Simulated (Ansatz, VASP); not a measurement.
Ni: VASP beside Ansatz

The input INCAR:

```
SYSTEM = Ni
  PREC = Accurate
  ENCUT = 520
  EDIFF = 1E-7
  ISMEAR = -1
  SIGMA = 0.1
  LREAL = .False.
  LASPH = .True.
  NELM = 60
  ALGO = Normal
  ISIF = 2
  LWAVE = .False.
  LCHARG = .False.
  GGA = RP
  NBANDS = 11
```

KPOINTS

```
Automatic mesh
0
Gamma
  25 25 25
  0 0 0
```

The input POSCAR:

```
Ni
1.0
    0.0000000000      1.8423940035      1.8423940035
    1.8423940035      0.0000000000      1.8423940035
    1.8423940035      1.8423940035      0.0000000000
Ni
1
Direct
    0.0000000000      0.0000000000      0.0000000000
```

Input for Ansatz:

```yaml
crystal:
  lattice:
    - [0.0, 1.8423940035, 1.8423940035]
    - [1.8423940035, 0.0, 1.8423940035]
    - [1.8423940035, 1.8423940035, 0.0]
  atoms:
    - { symbol: Ni, position: [0.0, 0.0, 0.0] }
hamiltonian:
  xc: rpbe
  pseudopotentials:
    kind: paw
    azcp:
      Ni: "pseudopotentials/Ni.paw.azcp"
basis:
  ecutwfc: 420
  fft_grid_basis: typed
kpoints:
  mp_grid: { grid: [25, 25, 25], shift: [0, 0, 0] }
magnetization:
  spin_polarized: false
scf:
  occupations: { method: fermi_dirac, width: 0.1 }
output:
  stress: true
```

Alike in both runs: task single point; functional RPBE; k mesh 25 × 25 × 25; occupations fermi-dirac, width 0.1 eV; no spin polarisation.

|  | VASP | Ansatz |
| --- | --- | --- |
| version | VASP 6.6.1 | Ansatz 0.2.0 |
| potentials or method | VASP PAW PBE potentials, release 64 (Ni) | plane waves (420 eV) with PAW, scalar-relativistic |
| plane-wave cutoff (eV) | 520 | 420 |
| valence electrons in the cell | 10 | 18 |

Ansatz gave:

- pressure (GPa): -15.5

Problem. Which values does VASP return?

Solution. Pressure (GPa): -15.1.

With one functional, cell and mesh, what is left measures potentials, basis and numerics. The two sets of potentials don't hold the same shells in valence.

Caveats: so large a pressure means that the cell lies far from this level's equilibrium, or that cutoff or potentials fall short (VASP); the potentials were made for another functional, which shifts forces and pressure (VASP); the run has no spin polarisation, though such a crystal can be magnetic. Spin polarisation is off, so any magnetic state and its effect on volume and gap are missing.
